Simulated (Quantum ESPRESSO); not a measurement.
**FeO in Quantum ESPRESSO: the effect of functional**

FeO:

```
Fe O
1.0
     2.61247    0.00000    0.00000
     0.00000    2.61247    0.00000
     0.00000    0.00000    2.61247
Fe O
1 1
Direct
  0.00000 0.00000 0.00000
  0.50000 0.50000 0.50000
```

The cell comes from a database or a generator and needn't be the stable form of this composition.

Alike in all runs:

| Item | Value |
| --- | --- |
| Program | Quantum ESPRESSO 7.5 |
| Task | single point |
| Potentials or basis | PseudoDojo 0.4.1 SR PBE standard |
| Cutoff | 1225 eV |
| Density cutoff | 4898 eV |
| k mesh | 7 × 7 × 7 |
| Occupations | gaussian, width 0.05 eV |
| Spin | collinear spin, ferromagnetic start |
| Starting moments | [4.0, 0.0] μB |
| Hubbard terms | Fe d U = 3 eV |

```tsv
functional	pressure (GPa)
LDA	-5.3
PBEsol	2.4
revPBE	?
RPBE	17.9
PW91	11.4
```

Q: What does the run with functional revPBE give?

A: Pressure 16.3 GPa.

Caveats: the potentials were made for another functional, which shifts forces and pressure; a cell with one magnetic atom can't hold antiferromagnetic order, which such compounds often take.

Runs at the PBE level aren't shown here.
